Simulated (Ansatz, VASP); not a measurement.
# One calculation of Sb, two programs

```
CELL_PARAMETERS angstrom
-1.88373 1.88373 1.88373
1.88373 -1.88373 1.88373
1.88373 1.88373 -1.88373
ATOMIC_POSITIONS crystal
Sb 0.00000 0.00000 0.00000
```

This isn't the form of Sb at room conditions, which is rhombohedral.

Alike in both runs: task single point; functional HSE06; k mesh 6 × 6 × 6; occupations fermi-dirac, width 0.05 eV; no spin polarisation.

|  | VASP | Ansatz |
| --- | --- | --- |
| version | VASP 6.6.1 | Ansatz 0.2.0 |
| potentials or method | VASP PAW PBE potentials, release 64 (Sb) | Ansatz PAW |
| plane-wave cutoff (eV) | 520 | 420 |
| valence electrons in the cell | 5 | 15 |

Ansatz gave:

| Property | Result |
| --- | --- |
| gap on the k mesh at the Fermi level (eV) | none |
| pressure (GPa) | 0.3 |

Q: Which values does VASP return?

A: gap on the k mesh at the Fermi level (eV): none; pressure (GPa): -0.8.

A gap of «none» marks a metal or a gap that the smearing closes. The functional is the same, so the differences come from potentials, cutoffs and numerics. The two sets of potentials don't hold the same shells in valence.

Caveats: the k mesh is coarse (spacing up to 0.39 Å⁻¹), so the values aren't converged, least of all with exact exchange; the PAW data sets were made with another functional, which shifts forces and pressure a little (VASP); the PAW data sets come from PBE, with cores solved anew for the run's functional, which leaves a small shift of forces and pressure (Ansatz); the thresholds are loose for stress (Ansatz). The runs have no spin-orbit coupling, so splittings on Sb are missing.
